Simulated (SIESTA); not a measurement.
# SiO2 under changes of volume

One of the cells (18.553 Å³/atom); the others are scaled copies at fixed shape and fractional positions:

```
CELL_PARAMETERS angstrom
-2.62334 4.77675 4.44167
2.62334 -4.77675 4.44167
2.62334 4.77675 -4.44167
ATOMIC_POSITIONS crystal
Si 0.26034 0.84494 0.41540
Si 0.07045 0.15506 0.91540
Si 0.73966 0.15506 0.58460
Si 0.92955 0.84494 0.08460
O 0.50000 0.00000 0.50000
O 0.00000 0.00000 0.00000
O 0.79318 0.00000 0.29318
O 0.20682 0.50000 0.20682
O 0.20682 0.00000 0.70682
O 0.79318 0.50000 0.79318
O 0.86931 0.11931 0.75000
O 0.13069 0.88069 0.25000
```

The cell comes from a database or a generator and needn't be the stable form of this composition.

```yaml
Program: SIESTA 5.4.2
Functional: LDA
Potentials_or_basis: PseudoDojo 0.4 standard (LDA files)
Basis: DZP (energy shift 0.003 Ry)
Grid_cutoff: 800 Ry
Energy_shift: 0.003 Ry
k_mesh: 4 × 4 × 4
Occupations: fermi-dirac, width 0.05 eV
Spin: no spin polarisation
```

| volume (Å³/atom) | energy over the lowest point (meV/atom) | pressure (GPa) | gap on the mesh (eV) | largest force (eV/Å) |
| --- | --- | --- | --- | --- |
| 17.440 | ? | ? | ? | ? |
| 17.811 | 16.19 | 6.5 | 7.08 | 0.610 |
| 18.182 | 4.72 | 3.5 | 6.87 | 0.420 |
| 18.553 | 0.00 | 0.7 | 6.63 | 0.313 |
| 18.924 | 1.39 | -1.8 | 6.39 | 0.334 |
| 19.295 | 8.33 | -4.1 | 6.14 | 0.357 |
| 19.666 | 20.30 | -6.2 | 5.89 | 0.381 |

What does the run at 17.440 Å³/atom give?

Energy over the lowest point 35.12 meV/atom; pressure 9.9 GPa; gap on the mesh 7.19 eV; largest force 0.815 eV/Å.

Worked out: A Birch-Murnaghan fit of order 3 (a polynomial in V^(-2/3)) to the other rows has its minimum at 18.65 Å³/atom with B0 = V·E''(V) = 129 GPa and B' = 3.9 at fixed shape and positions, which overstates the stiffness. It gives 35.10 meV/atom at 17.440 Å³/atom, against the run's 35.12, and -dE/dV = 9.9 GPa, against 9.9. A parabola through the other rows of the gap, of slope -9.67 eV per unit of ln V there, extrapolates to 7.29 eV, against the run's 7.19.

Energies are extrapolated to zero smearing.

Caveats: the basis of atomic orbitals isn't converged, which shifts pressures, moduli and gaps.

A mesh can miss the band edges.
